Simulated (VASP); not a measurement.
A run of VASP 6.6.1 is set up as follows.

The input INCAR:

```
PREC     = Accurate       # precision mode
ENCUT    = 520            # plane-wave cutoff, eV
EDIFF    = 1E-7           # SCF threshold, eV
ISMEAR   = 0              # smearing method
SIGMA    = 0.01           # smearing width, eV
LREAL    = False          # projectors in reciprocal space
LASPH    = True           # aspherical terms in the spheres
NELM     = 100            # most SCF steps
ALGO     = Fast           # electronic algorithm
ISIF     = 2              # what is computed and relaxed
LWAVE    = False          # write WAVECAR
LCHARG   = False          # write CHGCAR
GGA      = PE             # functional
NBANDS   = 17             # bands
```

Contents of KPOINTS:

```
Automatic mesh
0
Gamma
  3 3 3
```

Contents of POSCAR:

```
Na2S
1.0
    0.0000000000      3.2735000000      3.2735000000
    3.2735000000      0.0000000000      3.2735000000
    3.2735000000      3.2735000000      0.0000000000
Na S
2 1
Direct
    0.2500000000      0.2500000000      0.2500000000
    0.7500000000      0.7500000000      0.7500000000
    0.0000000000      0.0000000000      0.0000000000
```

Potentials or basis: VASP PAW PBE potentials, release 64 (Na_pv, S).

Launch:

```bash
$ cat potpaw_PBE.64/Na_pv/POTCAR potpaw_PBE.64/S/POTCAR > POTCAR
$ mpirun -np 1 vasp_std > vasp.out
```

Task: What does it give for the pressure?

Result: 0.4 GPa.

Task: Predict the band gap on the k mesh.

Result: 2.46 eV, direct.

Caveat: the k mesh is coarse (spacing up to 0.55 Å⁻¹), so the values aren't converged.
